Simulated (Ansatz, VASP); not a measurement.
# One calculation of AgCl, two programs

```
Ag Cl
1.0
     0.03120    2.77315    2.77315
     2.80435    0.00000    2.80435
     2.77315    2.77315    0.03120
Ag Cl
1 1
Direct
  0.50000 0.50000 0.50000
  0.00000 0.00000 0.00000
```

Change from the starting cell: strain +0.0225 x Voigt [0, 0, 0, 0, 1, 0], atoms carried along.

Alike in both runs: task single point; functional PBEsol; k mesh 8 × 8 × 8; occupations gaussian, width 0.05 eV; no spin polarisation.

```csv
,VASP,Ansatz
version,VASP 6.6.1,Ansatz 0.2.0
potentials or method,"VASP PAW PBE potentials, release 64 (Ag, Cl)","scalar-relativistic, plane waves, PAW"
plane-wave cutoff (eV),520,420
valence electrons in the cell,18,26
```

VASP gave:

- gap on the k mesh at the Fermi level (eV): 0.71
- least direct gap on the mesh (eV): 3.01
- pressure (GPa): -2.7
- largest component of the traceless stress (GPa): 0.15

Problem. Estimate Ansatz's values.

Solution. gap on the k mesh at the Fermi level (eV): 0.71; least direct gap on the mesh (eV): 3.01; pressure (GPa): -2.6; largest component of the traceless stress (GPa): 0.15.

The two sets of potentials don't hold the same shells in valence.

Caveats: the PAW data sets were made with another functional, which shifts forces and pressure a little (VASP). A k mesh can miss the band edges.
